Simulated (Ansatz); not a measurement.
Molecular dynamics on a 2×2×2 supercell (16 atoms) of KCl (zincblende), relaxed with r2SCAN. Forces come from PBE in the PAW code Ansatz: a Langevin thermostat at fixed volume, 300 K, steps of 1.5 fs. Computed, non-magnetic; the trajectory is short and the cell small, so nothing here is a converged average. The structure comes from a prototype and may be hypothetical.

```yaml
crystal:
  lattice:
    - [0.0, 7.0145657209, 7.0145657209]
    - [7.0145657209, 0.0, 7.0145657209]
    - [7.0145657209, 7.0145657209, 0.0]
  atoms:
    - { symbol: K, position: [0.0, 0.0, 0.0] }
    - { symbol: Cl, position: [0.125, 0.125, 0.125] }
    - { symbol: K, position: [0.0, 0.0, 0.5] }
    - { symbol: Cl, position: [0.125, 0.125, 0.625] }
    - { symbol: K, position: [0.0, 0.5, 0.0] }
    - { symbol: Cl, position: [0.125, 0.625, 0.125] }
    - { symbol: K, position: [0.0, 0.5, 0.5] }
    - { symbol: Cl, position: [0.125, 0.625, 0.625] }
    - { symbol: K, position: [0.5, 0.0, 0.0] }
    - { symbol: Cl, position: [0.625, 0.125, 0.125] }
    - { symbol: K, position: [0.5, 0.0, 0.5] }
    - { symbol: Cl, position: [0.625, 0.125, 0.625] }
    - { symbol: K, position: [0.5, 0.5, 0.0] }
    - { symbol: Cl, position: [0.625, 0.625, 0.125] }
    - { symbol: K, position: [0.5, 0.5, 0.5] }
    - { symbol: Cl, position: [0.625, 0.625, 0.625] }
kpoints:
  mp_grid: { grid: [2, 2, 2] }
hamiltonian:
  xc: pbe
scf:
  occupations: { method: fermi_dirac, width: 0.026 }
md:
  ensemble: nvt_langevin
  temperature: 300
  timestep: 1.5
  n_steps: 20
  initial_velocities: maxwell_boltzmann
  seed: 3522
```

Run as `ansatz run input.yaml --threads 4 --pin off --max-ram 3686MiB --backend cpu --events-out ev --progress --plain --runs-dir out`.

Problem. It ran on 4 threads of Intel(R) Xeon(R) Platinum 8375C CPU @ 2.90GHz (Ice Lake), with other jobs on the host, load about 0.4 per core. About how long did it take, and what peak of host memory did it reach?

Solution. About 75 s, with a peak of 1.9 GiB.

Problem. How do temperature and energy develop?

Solution. The temperature starts at 281 K, is lowest at step 19 (206 K, 28.5 fs) and ends at 220 K. The thermostat hasn't had time to restore it. By the last step the atoms have moved 0.11 Å in the root mean square, the drift of the whole cell taken out, 0.19 Å at most.

| step | t (fs) | T (K) | free energy F from step 0 (meV/atom) | kinetic energy (meV/atom) | largest force (eV/Å) |
| --- | --- | --- | --- | --- | --- |
| 0 | 0 | 281 | 0.0 | 36.4 | 0.00 |
| 1 | 1.5 | 306 | 0.0 | 39.6 | 0.02 |
| 2 | 3 | 293 | 0.2 | 37.8 | 0.04 |
| 3 | 4.5 | 275 | 0.3 | 35.5 | 0.06 |
| 4 | 6 | 255 | 0.6 | 33.0 | 0.08 |
| 5 | 7.5 | 265 | 0.9 | 34.2 | 0.10 |
| 6 | 9 | 285 | 1.2 | 36.9 | 0.12 |
| 7 | 10.5 | 263 | 1.7 | 34.0 | 0.14 |
| 8 | 12 | 235 | 2.1 | 30.4 | 0.16 |
| 9 | 13.5 | 236 | 2.6 | 30.5 | 0.19 |
| 10 | 15 | 225 | 3.1 | 29.1 | 0.20 |
| 11 | 16.5 | 210 | 3.7 | 27.1 | 0.22 |
| 12 | 18 | 221 | 4.3 | 28.6 | 0.24 |
| 13 | 19.5 | 219 | 4.9 | 28.3 | 0.26 |
| 14 | 21 | 227 | 5.5 | 29.4 | 0.27 |
| 15 | 22.5 | 226 | 6.2 | 29.2 | 0.29 |
| 16 | 24 | 207 | 6.9 | 26.7 | 0.30 |
| 17 | 25.5 | 207 | 7.5 | 26.7 | 0.31 |
| 18 | 27 | 215 | 8.2 | 27.8 | 0.32 |
| 19 | 28.5 | 206 | 8.9 | 26.7 | 0.32 |
| 20 | 30 | 220 | 9.6 | 28.4 | 0.33 |

Positions (Å) and forces (eV/Å) at step 20:
```
K    0.005  -0.096   0.050    -0.001   0.054  -0.088
Cl   1.728   1.761   1.617     0.108   0.015   0.190
K    3.603   3.628   0.048    -0.211  -0.208  -0.145
Cl   5.152   5.345   1.813     0.179  -0.008   0.109
K    3.456  -0.173   3.437     0.006   0.295   0.048
Cl   5.286   1.718   5.350     0.010  -0.161  -0.255
K    7.050   3.507   3.482    -0.322  -0.043   0.058
Cl   8.678   5.200   5.212     0.176   0.101   0.138
K   -0.050   3.547   3.496     0.177  -0.209   0.007
Cl   1.753   5.213   5.238     0.023  -0.015   0.079
K    3.425   7.060   3.536     0.004   0.089   0.069
Cl   5.259   8.802   5.263     0.015  -0.038   0.065
K    3.612   3.472   6.995    -0.105   0.105   0.023
Cl   5.371   5.283   8.758    -0.208  -0.050  -0.010
K    7.059   6.973   7.078     0.028   0.186  -0.201
Cl   8.735   8.876   8.762     0.118  -0.114  -0.088
```
